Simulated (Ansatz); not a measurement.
# BP (rocksalt type): a relaxation

The task is a relaxation on BP (rocksalt type). The structure is shown as the input types it.

Program: Ansatz 0.2.0. Level of theory: DFT, PBE, PAW with Ansatz's default frozen-core files, scalar-relativistic. These are calculated values, not measurements.

**1. Starting point**

It takes space group Fm-3m (No. 225, cubic). The conventional cell has a = 4.465 Å, b = 4.465 Å, c = 4.465 Å, α = 90.00°, β = 90.00°, γ = 90.00°. B (site symmetry m-3m) is surrounded by 6 P at 2.23 Å. Around P (site symmetry m-3m) lie 6 B at 2.23 Å.

As a file:

```xyz
2
Lattice="0.0000 2.2323 2.2323 2.2323 0.0000 2.2323 2.2323 2.2323 0.0000" Properties=species:S:1:pos:R:3 pbc="T T T"
B     0.0000    0.0000    0.0000
P     2.2323    2.2323    2.2323
```

**2. Running it**

Input file input.yaml:

```yaml
crystal:
  lattice:
    - [0.0, 2.2322827293, 2.2322827293]
    - [2.2322827293, 0.0, 2.2322827293]
    - [2.2322827293, 2.2322827293, 0.0]
  atoms:
    - { symbol: B, position: [0.0, 0.0, 0.0] }
    - { symbol: P, position: [0.5, 0.5, 0.5] }
kpoints:
  mp_grid: { grid: [16, 16, 16] }
scf:
  occupations: { method: fermi_dirac, width: 0.05 }
  max_iter: 75
hamiltonian:
  xc: pbe
  pseudopotentials: { kind: paw }
output:
  forces: true
  stress: true
relax:
  f_tol: 0.005
  max_steps: 80
  cell: {}
basis:
  ecutwfc: "120 eV"
```

On the command line:

```console
$ ansatz run input.yaml --threads 1 --pin off --max-ram 2048MiB --backend cpu --events-out ev --progress --plain --runs-dir out
```

What happens when this is run?

The program finished normally, with warnings (cutoff below recommended). Its log warns: «basis.ecutwfc = 120 eV is below the records' recommended 420 eV ...»

Look at the input: basis.ecutwfc is 120 eV. With so few plane waves the basis is incomplete by a wide margin. The potentials' recommended cutoff is 420 eV.

To check: delete basis.ecutwfc (the default then holds).
